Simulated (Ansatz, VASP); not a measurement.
**Two plane-wave programs on ZrC**

The input INCAR:

```
PREC = Accurate
ENCUT = 520
EDIFF = 1E-6
ISMEAR = 0
SIGMA = 0.02
LREAL = False
LASPH = True
NELM = 60
ALGO = Fast
ISIF = 2
LWAVE = False
LCHARG = True
LELF = True
LVHAR = True
NBANDS = 15
```

The input KPOINTS:

```
regular mesh
0
Gamma
  12 12 12
```

File POSCAR:

```
ZrC
1.0
    0.0000000000      2.5241000000      2.5241000000
    2.5241000000      0.0000000000      2.5241000000
    2.5241000000      2.5241000000      0.0000000000
Zr C
1 1
Direct
    0.0000000000      0.0000000000      0.0000000000
    0.2500000000      0.2500000000      0.2500000000
```

Input for Ansatz:

```yaml
crystal:
  lattice:
    - [0.0, 2.5241, 2.5241]
    - [2.5241, 0.0, 2.5241]
    - [2.5241, 2.5241, 0.0]
  atoms:
    - { symbol: Zr, position: [0.0, 0.0, 0.0] }
    - { symbol: C, position: [0.25, 0.25, 0.25] }
basis:
  ecutwfc: 420
kpoints:
  mp_grid: { grid: [12, 12, 12] }
hamiltonian:
  xc: lda
scf:
  occupations: { method: gaussian, width: 0.02 }
output:
  forces: true
  stress: true
  eigenvalues: true
```

Alike in both runs: task single point; functional LDA; k mesh 12 × 12 × 12; occupations gaussian, width 0.02 eV; no spin polarisation.

|  | VASP | Ansatz |
| --- | --- | --- |
| version | VASP 6.6.1 | Ansatz 0.2.0 |
| potentials or method | VASP PAW LDA potentials, release 64 (Zr_sv, C) | scalar-relativistic, plane waves, PAW |
| plane-wave cutoff (eV) | 520 | 420 |
| valence electrons in the cell | 16 | 16 |

|  | VASP | Ansatz | Ansatz less VASP |
| --- | --- | --- | --- |
| gap on the k mesh at the Fermi level (eV) | 0.40 | 0.41 | +0.004 |
| least direct gap on the mesh (eV) | 0.55 | 0.55 | 0.000 |
| pressure (GPa) | -2.9 | -3.3 | -0.38 |

A k mesh can miss the band edges. As with any semilocal functional, this LDA gap is likely too small.
